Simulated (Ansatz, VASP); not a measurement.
## TiSi2 in VASP and in Ansatz

```
Ti Si
1.0
     0.00000    4.11752    4.26290
     2.38951    0.00000    4.26290
     2.38951    4.11752    0.00000
Ti Si
2 4
Direct
  0.75000 0.75000 0.75000
  0.50000 0.50000 0.50000
  0.41257 0.08743 0.41257
  0.08743 0.41257 0.08743
  0.16257 0.83743 0.16257
  0.83743 0.16257 0.83743
```

The cell is a database's computed one.

Alike in both runs: task band structure; functional PBE; k mesh 5 × 5 × 5; occupations fermi-dirac, width 0.05 eV; no spin polarisation.

|  | VASP | Ansatz |
| --- | --- | --- |
| version | VASP 6.6.1 | Ansatz 0.2.0 |
| potentials or method | VASP PAW PBE potentials, release 54 (Ti_sv, Si) | Ansatz PAW |
| plane-wave cutoff (eV) | 600 | 420 |
| valence electrons in the cell | 40 | 40 |

```tsv
	VASP	Ansatz	Ansatz less VASP
gap on the k mesh at the Fermi level (eV)	none	none	-
pressure (GPa)	2.1	2.1	+0.01
largest component of the traceless stress (GPa)	1.52	1.52	+0.001
rms of the force components (eV/Å)	0.016	0.016	-0.0003
```

Atom by atom the forces differ by 0.000 eV/Å (rms over components). A gap of «none» marks a metal or a gap that the smearing closes. The functional is the same, so the differences come from potentials, cutoffs and numerics.
